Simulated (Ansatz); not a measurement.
**Ru under changes of volume**

One of the cells (13.575 Å³/atom); the others are scaled copies at fixed shape and fractional positions:

```xyz
2
Lattice="2.7058 0.0000 0.0000 -1.3529 2.3433 0.0000 0.0000 0.0000 4.2819" Properties=species:S:1:pos:R:3 pbc="T T T"
Ru    1.3529    0.7811    3.2114
Ru    0.0000    1.5622    1.0705
```

| Property | Result |
| --- | --- |
| Program | Ansatz 0.2.0 |
| Functional | PBE |
| Potentials or basis | all-electron LAPW, scalar-relativistic |
| Cutoff | 301 eV (chosen from the basis error) |
| Basis error allowed | 0.0005 eV/atom |
| k mesh | 11 × 11 × 6 |
| Occupations | fermi-dirac, width 0.05 eV |
| Spin | no spin polarisation |

| volume (Å³/atom) | energy over the lowest point (meV/atom) | pressure (GPa) |
| --- | --- | --- |
| 12.760 | 81.89 | 28.4 |
| 13.032 | 41.58 | 19.5 |
| 13.303 | 15.49 | 11.6 |
| 13.575 | 2.09 | 4.5 |
| 13.846 | 0.00 | -1.8 |
| 14.118 | 7.99 | -7.4 |
| 14.389 | ? | ? |

**Question.** What does the run at 14.389 Å³/atom give?

**Answer.** Energy over the lowest point 24.96 meV/atom; pressure -12.4 GPa.

Worked out: A Birch-Murnaghan fit of order 3 (a polynomial in V^(-2/3)) to the other rows has its minimum at 13.76 Å³/atom with B0 = V·E''(V) = 312 GPa and B' = 4.7 at fixed shape and positions, which overstates the stiffness. It gives 24.98 meV/atom at 14.389 Å³/atom, against the run's 24.96, and -dE/dV = -12.5 GPa, against -12.4.

Energies are extrapolated to zero smearing.

The runs don't all hold the same shells in valence.
